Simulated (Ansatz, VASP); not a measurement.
**Two plane-wave programs on Pd**

The input INCAR:

```
PREC = Accurate
ENCUT = 600
EDIFF = 1E-7
ISMEAR = -1
SIGMA = 0.1
LREAL = False
LASPH = True
NELM = 100
ALGO = Normal
ISIF = 3
LWAVE = False
LCHARG = False
GGA = CA
IBRION = 2
NSW = 80
EDIFFG = -0.01
```

File KPOINTS:

```
regular mesh
0
Gamma
  10 10 10
```

File POSCAR:

```
Pd
1.0
    0.0000000000      2.7082278367      2.7082278367
    2.7082278367      0.0000000000      2.7082278367
    2.7082278367      2.7082278367      0.0000000000
Pd
2
Direct
    0.1250000000      0.1250000000      0.1250000000
    0.8750000000      0.8750000000      0.8750000000
```

Input for Ansatz:

```yaml
crystal:
  lattice:
    - [0.0, 2.7082278367, 2.7082278367]
    - [2.7082278367, 0.0, 2.7082278367]
    - [2.7082278367, 2.7082278367, 0.0]
  atoms:
    - { symbol: Pd, position: [0.125, 0.125, 0.125] }
    - { symbol: Pd, position: [0.875, 0.875, 0.875] }
hamiltonian:
  xc: lda
  pseudopotentials:
    kind: paw
    azcp:
      Pd: "pseudopotentials/Pd.paw.azcp"
basis:
  ecutwfc: 420
  fft_grid_basis: typed
kpoints:
  mp_grid: { grid: [10, 10, 10], shift: [0, 0, 0] }
magnetization:
  spin_polarized: false
scf:
  occupations: { method: fermi_dirac, width: 0.1 }
relax:
  max_steps: 60
  f_tol: 0.01
  cell: {}
output:
  write_density: true
  write_potential: true
  elf: true
  volumetric_format: npy
```

The cell was built by a generator and needn't be a form met in nature.

Alike in both runs: task relaxation of cell and atoms; functional LDA; k mesh 10 × 10 × 10; occupations fermi-dirac, width 0.1 eV; no spin polarisation.

```csv
,VASP,Ansatz
version,VASP 6.6.1,Ansatz 0.2.0
potentials or method,"VASP PAW LDA potentials, release 64 (Pd)","plane waves (420 eV) with PAW, scalar-relativistic"
plane-wave cutoff (eV),600,420
valence electrons in the cell,20,36
```

|  | VASP | Ansatz | Ansatz less VASP |
| --- | --- | --- | --- |
| relaxed volume (Å³/atom) | 22.12 | 22.17 | +0.045 |
| relaxed cell length with the largest relative difference (Å) | 3.970 | 3.973 | +0.0027 |
| energy change over the relaxation (meV/atom) | -85 | -92 | -6.6 |

The two sets of potentials don't hold the same shells in valence. Ansatz warned: «pseudo_functional_mismatch».
